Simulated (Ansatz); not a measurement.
input.yaml (Ansatz)

```yaml
crystal:
  lattice:
    - [6.4268723458, 0.0, 0.0]
    - [0.0, 6.4268723458, 0.0]
    - [0.0, 0.0, 6.4268723458]
  atoms:
    - { symbol: Bi, position: [0.0, 0.0, 1.0] }
    - { symbol: Bi, position: [0.5, 0.5, 0.5] }
    - { symbol: Bi, position: [0.25, 0.0, 0.5] }
    - { symbol: Bi, position: [0.75, 1.0, 0.5] }
    - { symbol: Bi, position: [0.5, 0.25, 0.0] }
    - { symbol: Bi, position: [0.5, 0.75, 1.0] }
    - { symbol: Bi, position: [1.0, 0.5, 0.25] }
    - { symbol: Bi, position: [1.0, 0.5, 0.75] }
hamiltonian:
  xc: revpbe
  pseudopotentials:
    kind: paw
    azcp:
      Bi: "pseudopotentials/Bi.paw.azcp"
basis:
  ecutwfc: 420
  fft_grid_basis: typed
kpoints:
  mp_grid: { grid: [5, 5, 5], shift: [0, 0, 0] }
magnetization:
  spin_polarized: false
scf:
  occupations: { method: fermi_dirac, width: 0.1 }
```

Output

```
Engine: ansatz 0.2.0, aarch64-unknown-linux-gnu
Pseudopotentials: kind: paw
Pseudopotential: Bi, paw, valence charge 15, recommended cutoff 420 eV (normal) 
Functional definition: revPBE
  parameter kappa = 1.245
  parameter beta = 0.06672455060314922
  exchange = pbe_x(kappa = kappa, mu = beta*pi^2/3)
  correlation = pbe_c(beta = beta)
Crystal: 8 atoms, lattice volume = 265.460 Å³
Basis set: ecut = 420 eV, 5185 PW (Γ)
Bands: 68, of which v1, the nominal top of the filled ones, is band 60 counted from 1 (59 counted from 0)
Symmetry: 48 space group operations
Space group: Pm-3n (ITA 223), of the structure as read, at distance tolerance 6.4e-5 Å
k-points: 10 of 125
Non-local potential: Bi, projectors of the file, l = 0: 2, l = 1: 2, l = 2: 2, l = 3: 2
PAW form: soft (Blöchl's): semilocal exchange-correlation on the pseudo side does not see the compensation charge
PAW frozen core: Bi, regenerated for the run's functional, and the local potential with it (the file was generated under x = pbe(κ = 0.804, μ = 0.2195149727645171), c = pbe(β = 0.06672455060314922))
PAW one-centre angular grid: Bi, 590 points (default); XC on 64 Gauss nodes
Initial density: superposition of atomic densities (neutral atoms: chi_scale 0, normalization atom), corrected by the library's trained network
Initial wavefunctions: pseudopotential atomic-orbital guess
Functional: x = revpbe(κ = 1.245, μ = 0.2195149727645171), c = pbe(β = 0.06672455060314922)
SCF iter   1: F=—  HF=-99259.218283 eV  |F-HF|=—  |Δ(HF+E_count)|=         —  Δρ=2.15e-3  dr2=1.73e-2  ethr=1.77e-3  ⟨swp⟩=6.3  Hψ=2758  notcnv=0
SCF iter   2: F=—  HF=-99259.216171 eV  |F-HF|=—  |Δ(HF+E_count)|=   2.11e-3  Δρ=1.11e-3  dr2=5.18e-3  ethr=1.44e-5  ⟨swp⟩=2.2  Hψ=1444  notcnv=0
SCF iter   3: F=—  HF=-99259.215833 eV  |F-HF|=—  |Δ(HF+E_count)|=   3.37e-4  Δρ=2.54e-4  dr2=2.57e-4  ethr=4.32e-6  ⟨swp⟩=2.0  Hψ=822  notcnv=0
SCF iter   4: F=—  HF=-99259.215837 eV  |F-HF|=—  |Δ(HF+E_count)|=   4.10e-6  Δρ=5.16e-5  dr2=6.01e-6  ethr=2.14e-7  ⟨swp⟩=2.2  Hψ=968  notcnv=0
SCF iter   5: F=—  HF=-99259.215766 eV  |F-HF|=—  |Δ(HF+E_count)|=   7.11e-5  Δρ=9.34e-6  dr2=2.70e-7  ethr=5.01e-9  ⟨swp⟩=2.1  Hψ=1141  notcnv=0
SCF iter   6: F=-99259.215766 eV  HF=-99259.215766 eV  |F-HF|=7.29e-9  |Δ(HF+E_count)|=   7.68e-8  Δρ=2.74e-6  dr2=2.86e-8  ethr=8.33e-11  ⟨swp⟩=3.0  Hψ=1598  notcnv=0
SCF 1 converged in 6 iterations: F = -99259.215766 eV  dr2 = 2.86e-8
SCF converged after 6 iterations
Free energy (F): -99259.215766 eV
Harris-Foulkes:  -99259.215766 eV  (|F-HF|=7.29e-9)
Internal energy: -99259.023414 eV  (E = F + TS)
E sigma→0 (E₀):  -99259.119590 eV
Entropy (-TS):   -0.192352 eV (-24.044 meV/atom)
Fermi energy:    10.882226 eV
--- Per-component energies (eV) ---
  E_band       = -766.198851
  E_kinetic    = 2408.806770
  E_local      = -11628.272999  (includes V_loc(G=0)·N_el)
  E_nonlocal   = 4479.433523
  E_hartree    = 3704.479342
  E_xc         = -1209.300703
  E_vxc        = -1149.751049  (∫ρ·V_xc dr)
  E_paw        = -85392.589183  (= ΣΔE_a)
  E_vpaw       = -2285.366393  (= ΣTr[D̂ρ^β])
  E_aug_tail   = -0.003349  (compensation charges beyond the density's cutoff)
  E_ewald      = -11621.905257
  E_core_change = 0.328442  (= ΣΔE_core)
  E_smearing   = -0.192352  (= −TS)
  E_closure    = -0.000000  (closes the sum)
  Σ components = -99259.215766   (vs F -99259.215766, Δ=0.00e0)
```

Launched by

```sh
ansatz run input.yaml --threads 4 --pin off --max-ram 8192MiB --backend cpu --events-out ev --progress --plain --runs-dir out
```

On 4 threads of Arm Neoverse V2 (shared host) this took about 1.7 s of wall time and 6.2 s of CPU time, with 0.7 GiB at the peak.
